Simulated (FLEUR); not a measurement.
Input of a FLEUR MaX-R8.1 (later development tree) run:

Contents of inp.xml:

```xml
<?xml version="1.0" encoding="UTF-8" standalone="no"?>
<fleurInput fleurInputVersion="0.39">
   <comment>
      CdSe                                                                                                
   </comment>
   <calculationSetup>
      <cutoffs Kmax="4.67" Gmax="14.5" GmaxXC="14.5" numbands="0"/>
      <scfLoop itmax="60" minDistance="0.00001" maxIterBroyd="15" imix="Anderson" alpha="0.05" precondParam="0.0" spinf="2.0" sdNocoIR="T"/>
      <coreElectrons ctail="T" frcor="F" kcrel="0" coretail_lmax="0"/>
      <xcFunctional name="x-a" relativisticCorrections="F"/>
      <magnetism jspins="1"/>
      <soc l_soc="F" theta="0.0" phi="0.0" spav="F"/>
      <expertModes spex="0" secvar="F"/>
      <geometryOptimization l_f="F" forcealpha="1.0" forcemix="BFGS" epsdisp="0.00001" epsforce="0.00001"/>
      <ldaU l_linMix="F" mixParam="0.05" spinf="1.0"/>
   </calculationSetup>
   <cell>
      <bzIntegration valenceElectrons="72.0" mode="hist" fermiSmearingEnergy="0.00183747">
         <kPointListSelection listName="default-1"/>
         <!-- k-points included here -->
         <xi:include xmlns:xi="http://www.w3.org/2001/XInclude" href="kpts.xml"> </xi:include>
      </bzIntegration>
      <!-- symmetry operations included here -->
      <xi:include xmlns:xi="http://www.w3.org/2001/XInclude" href="sym.xml"> </xi:include>
      <bulkLattice scale="1.0">
         <bravaisMatrix>
            <row-1>    8.1258223357799988     0.0000000000000000     0.0000000000000000</row-1>
            <row-2>   -4.0629111678899994     7.0371685694753445     0.0000000000000000</row-2>
            <row-3>    0.0000000000000000     0.0000000000000000    13.2658773946919979</row-3>
         </bravaisMatrix>
      </bulkLattice>
   </cell>
   <atomSpecies>
      <species name="Cadmium (Cd)" element="Cd" atomicNumber="48">
         <mtSphere radius="2.47" gridPoints="817" logIncrement="0.016"/>
         <atomicCutoffs lmax="10" lnonsphr="8"/>
         <electronConfig flipSpins="F">
            <coreConfig>(1s1/2) (2s1/2) (2p1/2) (2p3/2) (3s1/2) (3p1/2) (3p3/2) (3d3/2) (3d5/2)</coreConfig>
            <valenceConfig>(4s1/2) (4p1/2) (4p3/2) (5s1/2) (4d3/2) (4d5/2)</valenceConfig>
         </electronConfig>
         <energyParameters s="5" p="5" d="4" f="4"/>
         <lo type="SCLO" l="0" n="4" eDeriv="0"/>
         <lo type="SCLO" l="1" n="4" eDeriv="0"/>
         <lo type="SCLO" l="1" n="4" eDeriv="1"/>
         <lo type="SCLO" l="2" n="4" eDeriv="2"/>
         <lo type="SCLO" l="3" n="4" eDeriv="2"/>
      </species>
      <species name="Selenium (Se)" element="Se" atomicNumber="34">
         <mtSphere radius="2.1" gridPoints="695" logIncrement="0.018"/>
         <atomicCutoffs lmax="8" lnonsphr="6"/>
         <electronConfig flipSpins="F">
            <coreConfig>(1s1/2) (2s1/2) (2p1/2) (2p3/2) (3s1/2) (3p1/2) (3p3/2)</coreConfig>
            <valenceConfig>(3d3/2) (3d5/2) (4s1/2) (4p1/2) (4p3/2)</valenceConfig>
            <stateOccupation state="(4p1/2)" spinUp="0.666667" spinDown="0.666667"/>
            <stateOccupation state="(4p3/2)" spinUp="1.333333" spinDown="1.333333"/>
         </electronConfig>
         <energyParameters s="4" p="4" d="4" f="4"/>
         <lo type="SCLO" l="2" n="3" eDeriv="0"/>
         <lo type="SCLO" l="0" n="4" eDeriv="2"/>
         <lo type="SCLO" l="1" n="4" eDeriv="2"/>
         <lo type="SCLO" l="3" n="4" eDeriv="2"/>
      </species>
   </atomSpecies>
   <atomGroups>
      <atomGroup species="Cadmium (Cd)">
         <relPos label="                   1">-1.000/3.000 1.000/3.000 1.000/2.000</relPos>
         <relPos label="                   2">1.000/3.000 -1.000/3.000 .0000000000</relPos>
         <force calculate="T" relaxXYZ="TTT"/>
      </atomGroup>
      <atomGroup species="Selenium (Se)">
         <relPos label="                   3">-1.000/3.000 1.000/3.000 -.1150000000</relPos>
         <relPos label="                   4">1.000/3.000 -1.000/3.000 .3850000000</relPos>
         <force calculate="T" relaxXYZ="TTT"/>
      </atomGroup>
   </atomGroups>
   <output dos="F" band="F" slice="F">
      <checks vchk="F" cdinf="F"/>
      <bandDOS minEnergy="-.5*Htr" maxEnergy="0.5*Htr" sigma="0.015" storeEVData="T"/>
      <vacuumDOS vacdos="F" integ="F" star="F" nstars="0" locx1="0.0" locy1="0.0" locx2="0.0" locy2="0.0" nstm="0" tworkf="0.0"/>
      <unfoldingBand unfoldBand="F" supercellX="1" supercellY="1" supercellZ="1"/>
      <plotting iplot="0" polar="F">
         <plot TwoD="T" vec1="  1.0  0.0  0.0" vec2="  0.0  1.0  0.0" vec3="  0.0  0.0  1.0" zero="  0.0  0.0  0.0" file="plot"/>
      </plotting>
      <chargeDensitySlicing numkpt="0" minEigenval="0.0" maxEigenval="0.0" nnne="0" pallst="F"/>
      <specialOutput eonly="F"/>
      <moessbauerParams electricFieldGradient="T" isomerShift="T" coreHyperfine="T" valenceHyperfine="T"/>
      <magneticCircularDichroism mcd="F" energyLo="-10.0" energyUp="0.0"/>
   </output>
  <!-- We include the file relax.xml here to enable relaxations (see documentation) -->
  <xi:include xmlns:xi="http://www.w3.org/2001/XInclude" href="relax.xml"> <xi:fallback/> </xi:include>
</fleurInput>
```

crystal.txt

```
CdSe
&input cartesian=F /
4.3000000000  0.0000000000  0.0000000000
-2.1500000000  3.7239092363  0.0000000000
0.0000000000  0.0000000000  7.0200000000
1.8897261246
1.0 1.0 1.0

4
48 0.6666666667  0.3333333333  0.5000000000
48 0.3333333333  0.6666666667  0.0000000000
34 0.6666666667  0.3333333333  0.8850000000
34 0.3333333333  0.6666666667  0.3850000000

&kpt div1=7 div2=7 div3=4 gamma=T /
```

Contents of inp.xml (bands):

```
<?xml version="1.0" encoding="UTF-8" standalone="no"?>
<fleurInput fleurInputVersion="0.39">
   <comment>
      CdSe                                                                                                
   </comment>
   <calculationSetup>
      <cutoffs Kmax="4.67" Gmax="14.5" GmaxXC="14.5" numbands="0"/>
      <scfLoop itmax="60" minDistance="0.00001" maxIterBroyd="15" imix="Anderson" alpha="0.05" precondParam="0.0" spinf="2.0" sdNocoIR="T"/>
      <coreElectrons ctail="T" frcor="F" kcrel="0" coretail_lmax="0"/>
      <xcFunctional name="x-a" relativisticCorrections="F"/>
      <magnetism jspins="1"/>
      <soc l_soc="F" theta="0.0" phi="0.0" spav="F"/>
      <expertModes spex="0" secvar="F"/>
      <geometryOptimization l_f="F" forcealpha="1.0" forcemix="BFGS" epsdisp="0.00001" epsforce="0.00001"/>
      <ldaU l_linMix="F" mixParam="0.05" spinf="1.0"/>
   </calculationSetup>
   <cell>
      <bzIntegration valenceElectrons="72.0" mode="hist" fermiSmearingEnergy="0.00183747">
         <kPointListSelection listName="path-1"/>
         <!-- k-points included here -->
         <xi:include xmlns:xi="http://www.w3.org/2001/XInclude" href="kpts.xml"> </xi:include>
      </bzIntegration>
      <!-- symmetry operations included here -->
      <xi:include xmlns:xi="http://www.w3.org/2001/XInclude" href="sym.xml"> </xi:include>
      <bulkLattice scale="1.0">
         <bravaisMatrix>
            <row-1>    8.1258223357799988     0.0000000000000000     0.0000000000000000</row-1>
            <row-2>   -4.0629111678899994     7.0371685694753445     0.0000000000000000</row-2>
            <row-3>    0.0000000000000000     0.0000000000000000    13.2658773946919979</row-3>
         </bravaisMatrix>
      </bulkLattice>
   </cell>
   <atomSpecies>
      <species name="Cadmium (Cd)" element="Cd" atomicNumber="48">
         <mtSphere radius="2.47" gridPoints="817" logIncrement="0.016"/>
         <atomicCutoffs lmax="10" lnonsphr="8"/>
         <electronConfig flipSpins="F">
            <coreConfig>(1s1/2) (2s1/2) (2p1/2) (2p3/2) (3s1/2) (3p1/2) (3p3/2) (3d3/2) (3d5/2)</coreConfig>
            <valenceConfig>(4s1/2) (4p1/2) (4p3/2) (5s1/2) (4d3/2) (4d5/2)</valenceConfig>
         </electronConfig>
         <energyParameters s="5" p="5" d="4" f="4"/>
         <lo type="SCLO" l="0" n="4" eDeriv="0"/>
         <lo type="SCLO" l="1" n="4" eDeriv="0"/>
         <lo type="SCLO" l="1" n="4" eDeriv="1"/>
         <lo type="SCLO" l="2" n="4" eDeriv="2"/>
         <lo type="SCLO" l="3" n="4" eDeriv="2"/>
      </species>
      <species name="Selenium (Se)" element="Se" atomicNumber="34">
         <mtSphere radius="2.1" gridPoints="695" logIncrement="0.018"/>
         <atomicCutoffs lmax="8" lnonsphr="6"/>
         <electronConfig flipSpins="F">
            <coreConfig>(1s1/2) (2s1/2) (2p1/2) (2p3/2) (3s1/2) (3p1/2) (3p3/2)</coreConfig>
            <valenceConfig>(3d3/2) (3d5/2) (4s1/2) (4p1/2) (4p3/2)</valenceConfig>
            <stateOccupation state="(4p1/2)" spinUp="0.666667" spinDown="0.666667"/>
            <stateOccupation state="(4p3/2)" spinUp="1.333333" spinDown="1.333333"/>
         </electronConfig>
         <energyParameters s="4" p="4" d="4" f="4"/>
         <lo type="SCLO" l="2" n="3" eDeriv="0"/>
         <lo type="SCLO" l="0" n="4" eDeriv="2"/>
         <lo type="SCLO" l="1" n="4" eDeriv="2"/>
         <lo type="SCLO" l="3" n="4" eDeriv="2"/>
      </species>
   </atomSpecies>
   <atomGroups>
      <atomGroup species="Cadmium (Cd)">
         <relPos label="                   1">-1.000/3.000 1.000/3.000 1.000/2.000</relPos>
         <relPos label="                   2">1.000/3.000 -1.000/3.000 .0000000000</relPos>
         <force calculate="T" relaxXYZ="TTT"/>
      </atomGroup>
      <atomGroup species="Selenium (Se)">
         <relPos label="                   3">-1.000/3.000 1.000/3.000 -.1150000000</relPos>
         <relPos label="                   4">1.000/3.000 -1.000/3.000 .3850000000</relPos>
         <force calculate="T" relaxXYZ="TTT"/>
      </atomGroup>
   </atomGroups>
   <output dos="F" band="T" slice="F">
      <checks vchk="F" cdinf="F"/>
      <bandDOS minEnergy="-.5*Htr" maxEnergy="0.5*Htr" sigma="0.015" storeEVData="T"/>
      <vacuumDOS vacdos="F" integ="F" star="F" nstars="0" locx1="0.0" locy1="0.0" locx2="0.0" locy2="0.0" nstm="0" tworkf="0.0"/>
      <unfoldingBand unfoldBand="F" supercellX="1" supercellY="1" supercellZ="1"/>
      <plotting iplot="0" polar="F">
         <plot TwoD="T" vec1="  1.0  0.0  0.0" vec2="  0.0  1.0  0.0" vec3="  0.0  0.0  1.0" zero="  0.0  0.0  0.0" file="plot"/>
      </plotting>
      <chargeDensitySlicing numkpt="0" minEigenval="0.0" maxEigenval="0.0" nnne="0" pallst="F"/>
      <specialOutput eonly="F"/>
      <moessbauerParams electricFieldGradient="T" isomerShift="T" coreHyperfine="T" valenceHyperfine="T"/>
      <magneticCircularDichroism mcd="F" energyLo="-10.0" energyUp="0.0"/>
   </output>
  <!-- We include the file relax.xml here to enable relaxations (see documentation) -->
  <xi:include xmlns:xi="http://www.w3.org/2001/XInclude" href="relax.xml"> <xi:fallback/> </xi:include>
</fleurInput>
```

Potentials or basis: all-electron, FLAPW.

The run is started by

```console
$ inpgen -f crystal.txt -profile fastHighL
$ # inp.xml edited to the form shown
$ fleur_MPI
$ fleur_MPI   # second run, on inp.xml (bands)
```

Task: Estimate the band gap on the k mesh.

Result: 0.31 eV, direct.

Task: Estimate the band gap along the path.

Result: 0.31 eV, direct.

Levels at the corners of the path, in eV from the valence-band top:
```csv
point,band 34,band 35,band 36,band 37,band 38,band 39
Γ,-0.03,0.00,0.00,0.31,1.79,5.62
M,-1.94,-1.32,-0.87,2.94,2.98,4.47
K,-1.89,-1.89,-1.88,3.98,4.61,4.61
Γ,-0.03,0.00,0.00,0.31,1.79,5.62
A,-0.39,-0.39,-0.39,2.02,2.02,5.50
L,-1.45,-1.36,-1.36,2.64,2.64,4.51
H,-2.62,-1.11,-1.11,3.51,3.51,5.53
A,-0.39,-0.39,-0.39,2.02,2.02,5.50
L,-1.45,-1.36,-1.36,2.64,2.64,4.51
M,-1.94,-1.32,-0.87,2.94,2.98,4.47
K,-1.89,-1.89,-1.88,3.98,4.61,4.61
H,-2.62,-1.11,-1.11,3.51,3.51,5.53
```

**The experiment to reproduce.**

From a printed reference work, data compilation, for a bulk crystal of CdSe at 2 K: band gap 1.841 eV.

Against the measured gap of CdSe, 1.841 eV (2 K; a printed reference work, data compilation), the calculated 0.31 eV is off by -1.53 eV. So large a miss can be the level of theory's own, or it may mean another phase, state or a wrong row. Spin-orbit coupling on Cd, Se is left out. The value is that of LDA exchange alone (X-alpha), without temperature or zero-point motion.
